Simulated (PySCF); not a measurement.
C₆H₈N (charge +1).
InChI=1S/C6H7N/c7-6-4-2-1-3-5-6/h1-5H,7H2/p+1

Computed with TDDFT CAM-B3LYP/def2-SVPD, vertical, gas phase, core orbitals frozen in the response (PySCF 2.14.0, density-fitted response routines). Isolated species at its PBE0-D3(BJ)/def2-SVP geometry, gas phase.

Computed singlets:

```tsv
state	E (eV)	f
S1	5.50	0.0047
S2	6.15	0.0038
S3	6.54	0.0002
S4	6.57	0.0004
S5	7.09	0.562
S6	7.11	0.547
S7	7.88	0.0084
S8	7.92	0.0018
S9	8.02	0.0028
S10	8.07	0.0078
```

How much of the mean static polarisability do these states give, one by one?

Each state adds f / ΔE² (ΔE in hartree, 27.2114 eV).

| state | f/ΔE² (au) | running sum (au) | running share of α (%) |
| --- | --- | --- | --- |
| S1 | 0.11 | 0.11 | 0.2 |
| S2 | 0.07 | 0.19 | 0.3 |
| S3 | 0.00 | 0.19 | 0.3 |
| S4 | 0.01 | 0.20 | 0.3 |
| S5 | 8.28 | 8.49 | 12.0 |
| S6 | 8.00 | 16.49 | 23.3 |
| S7 | 0.10 | 16.59 | 23.4 |
| S8 | 0.02 | 16.61 | 23.5 |
| S9 | 0.03 | 16.64 | 23.5 |
| S10 | 0.09 | 16.73 | 23.6 |

The full response gives 70.76 au (10.49 Å³), so 54.0 au comes from the higher roots of the same equations.

By how much does the contribution of these states grow at 589.3 nm?

With ω = 0.0773 hartree each state's term in the mean polarisability goes from f / ΔE² to f / (ΔE² − ω²); the sum over all 10 states goes from 16.73 to 18.35 au, a rise of 1.62 au.
